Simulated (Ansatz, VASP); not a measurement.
**One calculation of AlN, two programs**

File INCAR:

```
SYSTEM = AlN
PREC = Accurate
ENCUT = 520
EDIFF = 1E-6
ISMEAR = 0
SIGMA = 0.05
LREAL = .False.
LASPH = .True.
NELM = 60
ALGO = Normal
ISIF = 2
LWAVE = .False.
LCHARG = .False.
GGA = PE
NBANDS = 16
```

File KPOINTS:

```
regular mesh
0
Gamma
  12 12 4
  0 0 0
```

Contents of POSCAR:

```
AlN
1.0
    3.1302395626      0.0000000000      0.0000000000
   -1.5651197813      2.7108669811      0.0000000000
    0.0000000000      0.0000000000      5.0179796547
Al N
2 2
Direct
    0.3333333333      0.6666666667      0.0017287175
    0.6666666667      0.3333333333      0.5017287175
    0.3333333333      0.6666666667      0.3832712825
    0.6666666667      0.3333333333      0.8832712825
```

Input for Ansatz:

```yaml
crystal:
  lattice:
    - [3.1302395626, 0.0, 0.0]
    - [-1.5651197813, 2.7108669811, 0.0]
    - [0.0, 0.0, 5.0179796547]
  atoms:
    - { symbol: Al, position: [0.3333333333, 0.6666666667, 0.0017287175] }
    - { symbol: Al, position: [0.6666666667, 0.3333333333, 0.5017287175] }
    - { symbol: "N", position: [0.3333333333, 0.6666666667, 0.3832712825] }
    - { symbol: "N", position: [0.6666666667, 0.3333333333, 0.8832712825] }
basis:
  ecutwfc: 420
kpoints:
  mp_grid: { grid: [12, 12, 4] }
hamiltonian:
  xc: pbe
scf:
  occupations: { method: gaussian, width: 0.05 }
output:
  forces: true
  stress: true
  eigenvalues: true
  write_density: true
  write_potential: true
  elf: true
  volumetric_format: npy
```

Alike in both runs: task single point; functional PBE; k mesh 12 × 12 × 4; occupations gaussian, width 0.05 eV; no spin polarisation.

```csv
,VASP,Ansatz
version,VASP 6.6.1,Ansatz 0.2.0
potentials or method,"VASP PAW PBE potentials, release 64 (Al, N)","scalar-relativistic, plane waves, PAW"
plane-wave cutoff (eV),520,420
valence electrons in the cell,16,16
```

```tsv
	VASP	Ansatz	Ansatz less VASP
gap on the k mesh at the Fermi level (eV)	4.04	4.03	-0.009
least direct gap on the mesh (eV)	4.04	4.03	-0.009
pressure (GPa)	-0.3	0.0	+0.26
```

The functional is the same, so the differences come from potentials, cutoffs and numerics.

A k mesh can miss the band edges. A hybrid or GW would open this gap; PBE tends to underestimate it.
